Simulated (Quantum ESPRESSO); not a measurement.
Crystal: AgCl (Chlorargyrite).

```
Ag Cl
1.0
     0.00000    2.73500    2.73500
     2.73500    0.00000    2.73500
     2.73500    2.73500    0.00000
Ag Cl
1 1
Direct
  0.00000 0.00000 0.00000
  0.50000 0.50000 0.50000
```

Base run:

```yaml
Program: Quantum ESPRESSO 7.5
Functional: PBE
Potentials_or_basis: SSSP 1.3 efficiency PBE
Cutoff: 816 eV
Density_cutoff: 5987 eV
k_mesh: 8 × 8 × 8
Occupations: fermi-dirac, width 0.05 eV
Spin: no spin polarisation
```

Its results: band gap on the k mesh 0.97 eV, indirect (least direct gap 3.37 eV); pressure 3.9 GPa.

Q: After a change of settings the same cell gave: band gap on the k mesh 1.67 eV, indirect (least direct gap 3.46 eV); pressure 5.0 GPa. Which change was it?
A. hubbard terms from none to Ag d U = 5 eV
B. potentials or basis from SSSP 1.3 efficiency PBE to SG15 PBE 1.2; cutoff from 816 eV to 952 eV; density cutoff from 5987 eV to 3810 eV; k mesh from 8 × 8 × 8 to 4 × 4 × 4; hubbard projectors from atomic to none
C. functional from PBE to RPBE; potentials or basis from SSSP 1.3 efficiency PBE to SG15 PBE 1.2; cutoff from 816 eV to 952 eV; density cutoff from 5987 eV to 3810 eV; hubbard projectors from atomic to none
D. functional from PBE to AM05; potentials or basis from SSSP 1.3 efficiency PBE to SG15 PBE 1.2; cutoff from 816 eV to 952 eV; density cutoff from 5987 eV to 3810 eV; hubbard projectors from atomic to none

A: A.

The U term pushes filled and empty states of the shell apart.

Not every run made on this cell is shown here.
